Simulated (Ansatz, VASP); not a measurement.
**Ba: VASP beside Ansatz**

```
CELL_PARAMETERS angstrom
4.04857 0.00000 0.00000
0.00000 4.04857 0.00000
0.00000 0.00000 4.04857
ATOMIC_POSITIONS crystal
Ba 0.00000 0.00000 0.00000
```

Alike in both runs: task single point; functional PBEsol; k mesh 12 × 12 × 12; occupations gaussian, width 0.1 eV; no spin polarisation.

|  | VASP | Ansatz |
| --- | --- | --- |
| version | VASP 6.6.1 | Ansatz 0.2.0 |
| potentials or method | VASP PAW PBE potentials, release 64 (Ba_sv) | scalar-relativistic, plane waves, PAW |
| plane-wave cutoff (eV) | 520 | 420 |
| valence electrons in the cell | 10 | 10 |

Ansatz gave:

- gap on the k mesh at the Fermi level (eV): none
- pressure (GPa): -1.1

Q: What did VASP give for the same quantities?

A: gap on the k mesh at the Fermi level (eV): none; pressure (GPa): -1.0.

A gap of «none» marks a metal or a gap that the smearing closes.

Caveats: the PAW data sets were made with another functional, which shifts forces and pressure a little (VASP). Spin-orbit coupling is left out, which matters for the levels of Ba.
